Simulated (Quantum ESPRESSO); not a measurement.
# CoO (R-3m) in Quantum ESPRESSO: further runs, part 2 of 2

Quantum ESPRESSO 7.5.

**5. Single point, PBEsol+U, collinear spin, ferromagnetic start**

Contents of pw.in:

```
&CONTROL
  calculation = 'scf'
  prefix = 'pwscf'
  outdir = './tmp'
  pseudo_dir = './pseudo'
  tprnfor = .true.
  tstress = .true.
  disk_io = 'nowf'
/
&SYSTEM
  ibrav = 0
  nat = 2
  ntyp = 2
  ecutwfc = 56
  ecutrho = 448
  nbnd = 21
  occupations = 'smearing'
  smearing = 'fd'
  degauss = 0.00367493
  nspin = 2
  starting_magnetization(1) = 0.1176
  starting_magnetization(2) = 0
/
&ELECTRONS
  conv_thr = 4d-10
  electron_maxstep = 120
  mixing_beta = 0.3
/
ATOMIC_SPECIES
Co    58.9332 co_pbesol_v1.2.uspp.F.UPF
O     15.9990 o_pbesol_v1.2.uspp.F.UPF
CELL_PARAMETERS angstrom
   1.5054695445    0.8691832468    2.4399269062
  -1.5054695445    0.8691832468    2.4399269062
   0.0000000000   -1.7383664936    2.4399269062
ATOMIC_POSITIONS angstrom
Co     0.0000000000    0.0000000000    0.0000000000
O      0.0000000000    0.0000000000    3.6598903593
K_POINTS automatic
11 11 11 0 0 0
HUBBARD {ortho-atomic}
U Co-3d 6.0
```

Potentials or basis: GBRV 1.5 PBEsol.

Started as:

```sh
$ OMP_NUM_THREADS=1 mpirun -n 2 pw.x -nk 2 -in pw.in > pw.out
```

pw.out:

```text
This program is part of the open-source Quantum ESPRESSO suite
     for quantum simulation of materials; please cite
         "P. Giannozzi et al., J. Phys.:Condens. Matter 21 395502 (2009);
         "P. Giannozzi et al., J. Phys.:Condens. Matter 29 465901 (2017);
         "P. Giannozzi et al., J. Chem. Phys. 152 154105 (2020);
     in publications or presentations arising from this work. More details at

     Message from routine setup:
     using ibrav=0 with symmetry is DISCOURAGED, use correct ibrav instead

     K-points division:     npool     =       2
     Subspace diagonalization in iterative solution of the eigenvalue problem:
     a serial algorithm will be used

     G-vector sticks info
     --------------------
     sticks:   dense  smooth     PW     G-vecs:    dense   smooth      PW
     Sum         995     499    163                20701     7371    1411

     Using Slab Decomposition

     bravais-lattice index     =            0
     lattice parameter (alat)  =       5.6613  a.u.
     unit-cell volume          =     129.2730 (a.u.)^3
     number of atoms/cell      =            2
     number of atomic types    =            2
     number of electrons       =        23.00
     number of Kohn-Sham states=           21
     kinetic-energy cutoff     =      56.0000  Ry
     charge density cutoff     =     448.0000  Ry
     scf convergence threshold =      4.0E-10
     mixing beta               =       0.3000
     number of iterations used =            8  plain     mixing
     Exchange-correlation= SLA  PW   PSX  PSC
                           (   1   4  10   8   0   0   0)
     Hubbard projectors: ortho-atomic
[... 396 lines left out ...]
     Atomic magnetic moment for atom   1 =   2.65408
     SPIN  1
     eigenvalues:
       0.992  0.992  0.995  0.995  0.995
     eigenvectors (columns):
       0.000 -0.000  0.000  0.000 -1.000
      -0.386 -0.720 -0.544 -0.190 -0.000
       0.720 -0.386  0.190 -0.544 -0.000
       0.508 -0.272 -0.270  0.771  0.000
      -0.272 -0.508  0.771  0.270  0.000
     occupation matrix ns (before diag.):
       0.995 -0.000 -0.000 -0.000 -0.000
      -0.000  0.993 -0.000  0.000 -0.002
[... 6 lines left out ...]
     eigenvectors (columns):
       0.000 -0.000  1.000  0.000 -0.000
      -0.395 -0.720 -0.000 -0.549 -0.157
       0.720 -0.395 -0.000  0.157 -0.549
       0.501 -0.275  0.000 -0.225  0.789
      -0.275 -0.501  0.000  0.789  0.225
     occupation matrix ns (before diag.):
       0.703  0.000  0.000 -0.000 -0.000
       0.000  0.298  0.000 -0.000 -0.284
       0.000  0.000  0.298 -0.284 -0.000
      -0.000 -0.000 -0.284  0.508  0.000
      -0.000 -0.284 -0.000  0.000  0.508

     Number of occupied Hubbard levels =    7.2840

     Number of k-points >= 100: set verbosity='high' to print the bands.

     the Fermi energy is    12.8342 ev

!    total energy              =    -330.22623488 Ry
     estimated scf accuracy    <          9.2E-11 Ry
     smearing contrib. (-TS)   =      -0.00289923 Ry
     internal energy E=F+TS    =    -330.22333565 Ry

     The total energy is F=E-TS. E is the sum of the following terms:
     one-electron contribution =    -181.59067287 Ry
     hartree contribution      =     104.11949475 Ry
     xc contribution           =     -39.59299397 Ry
     ewald contribution        =    -213.34335928 Ry
     Hubbard energy            =       0.18419572 Ry

     total magnetization       =     2.92 Bohr mag/cell
     absolute magnetization    =     2.95 Bohr mag/cell

     convergence has been achieved in  23 iterations

     Forces acting on atoms (cartesian axes, Ry/au):

     atom    1 type  1   force =     0.00000000    0.00000000    0.00000000
     atom    2 type  2   force =    -0.00000000   -0.00000000   -0.00000000

     Total force =     0.000000     Total SCF correction =     0.000000

     Computing stress (Cartesian axis) and pressure

          total   stress  (Ry/bohr**3)                   (kbar)     P=      -24.43
  -0.00015311   0.00000000  -0.00000000          -22.52        0.00       -0.00
  -0.00000000  -0.00015311   0.00000000           -0.00      -22.52        0.00
  -0.00000000   0.00000000  -0.00019193           -0.00        0.00      -28.23

=------------------------------------------------------------------------------=
   JOB DONE.
=------------------------------------------------------------------------------=
```

It took 91 s on 2 MPI ranks of Arm Neoverse V2, shared host; peak memory 0.28 GiB.

What came out:

- Free energy: -4492.9568 eV
- Pressure: -2.4 GPa
- Band gap on the k mesh: none (metal or under the smearing width)
- Net moment: 2.92 μB per cell
- Absolute moment: 2.95 μB per cell
- Site moments: Co +2.59; O +0.23 μB
- Valence electrons inside the program's atomic spheres: Co 14.58; O 5.76

Stress tensor (GPa, compression positive):
```
-2.25  0.00  0.00
 0.00 -2.25  0.00
 0.00  0.00 -2.82
```

Eigenvalues of the final occupation matrices:
| site | spin | trace | eigenvalues |
| --- | --- | --- | --- |
| Co 1 3d | 1 | 4.97 | 0.99 0.99 1.00 1.00 1.00 |
| Co 1 3d | 2 | 2.31 | 0.10 0.10 0.70 0.71 0.71 |

Caveat: a cell with one magnetic atom can't hold antiferromagnetic order, which such compounds often take.

**6. Summary**

| U | gap on the mesh (eV) | pressure (GPa) | moment (μB) |
| --- | --- | --- | --- |
| Co d U = 3 eV | none | -5.8 | 3.00 |
| Co d U = 4 eV | none | -4.7 | 2.99 |
| Co d U = 5 eV | none | -3.6 | 2.98 |
| Co d U = 6 eV | none | -2.4 | 2.92 |

Alike in all rows: task single point; level PBEsol+U; potentials or basis GBRV 1.5 PBEsol; spin collinear, ferromagnetic start; cell as given; k mesh 11 × 11 × 11; cutoff (eV) 762; smearing fermi-dirac 0.05 eV.

Every run on the cell as given and a fine mesh finds a metal.

Caveats: a cell with one magnetic atom can't hold antiferromagnetic order, which such compounds often take.

Absolute energies hang on the potentials; compare differences alone.
